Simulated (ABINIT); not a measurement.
A run of ABINIT 10.8.3 (patched build) is set up as follows.

File run.abi:

```
# Pseudopotentials
pp_dirpath "./"
pseudos "Sb.GGA_PBE-JTH.xml"

# Structure
acell 6.3391475473 6.3391475473 10.3371054862
rprim
     1.0000000000     0.0000000000     0.0000000000
    -0.5000000000     0.8660254038     0.0000000000
     0.0000000000     0.0000000000     1.0000000000
ntypat 1
znucl 51
natom 2
typat 1 1
xred
     0.6666666667     0.3333333333     0.7500000000
     0.3333333333     0.6666666667     0.2500000000
chkprim 0
chksymtnons 0
tolsym 1.0e-6

# Plane-wave basis
ecut 19.0
pawecutdg 38.0
pawxcdev 0

# k points
kptopt 1
ngkpt 9 9 5
nshiftk 1
shiftk 0.0 0.0 0.0

# Exchange and correlation
ixc -109134

# Bands and occupations
nband 19
occopt 3
tsmear 0.05 eV

# SCF cycle
nstep 100
tolvrs 1.0e-9

# Output
iomode 3
prtwf 0
prtden 0
prteig 0
prtebands 0
enunit 1

# Relaxation
ionmov 2
ntime 60
tolmxf 0.0001
optcell 2
dilatmx 1.08
ecutsm 0.5
```

Potentials or basis: JTH PAW PBE v2.0.

Run with:

```bash
$ abinit run.abi > log 2>&1
```

Predict the relaxed volume.

27.53 Å³/atom.

Predict the relaxed cell.

a = 3.491 Å, b = 3.491 Å, c = 5.216 Å, α = 90.00°, β = 90.00°, γ = 120.00°.

Estimate the band gap on the k mesh.

none (metal or under the smearing width).

Predict the space group after relaxing (to 0.05 Å).

P6_3/mmc (No. 194).

Step by step:
| step | energy change (eV) | largest force (eV/Å) | pressure (GPa) | volume (Å³) |
| --- | --- | --- | --- | --- |
| 1 | 0.0000 | 0.0000 | 1.79 | 53.31 |
| 2 | -0.0029 | 0.0000 | 1.43 | 53.60 |
| 3 | -0.0086 | 0.0000 | 0.01 | 54.84 |
| 4 | -0.0086 | 0.0000 | -0.02 | 54.87 |
| 5 | -0.0089 | 0.0000 | -0.18 | 55.02 |
| 6 | -0.0094 | 0.0000 | -0.41 | 55.22 |
| 7 | -0.0099 | 0.0000 | -0.37 | 55.19 |
| 8 | -0.0124 | 0.0000 | 0.22 | 54.86 |
| 9 | -0.0125 | 0.0000 | 0.12 | 54.97 |
| 10 | -0.0113 | 0.0000 | -0.55 | 55.49 |
| 11 | -0.0125 | 0.0000 | -0.02 | 55.07 |
| 12 | -0.0124 | 0.0000 | 0.11 | 54.99 |
| 13 | -0.0125 | 0.0000 | 0.01 | 55.05 |

Caveat: the PAW data sets were made with another functional, which shifts forces and pressure a little. The run has no spin-orbit coupling, so splittings on Sb are missing.
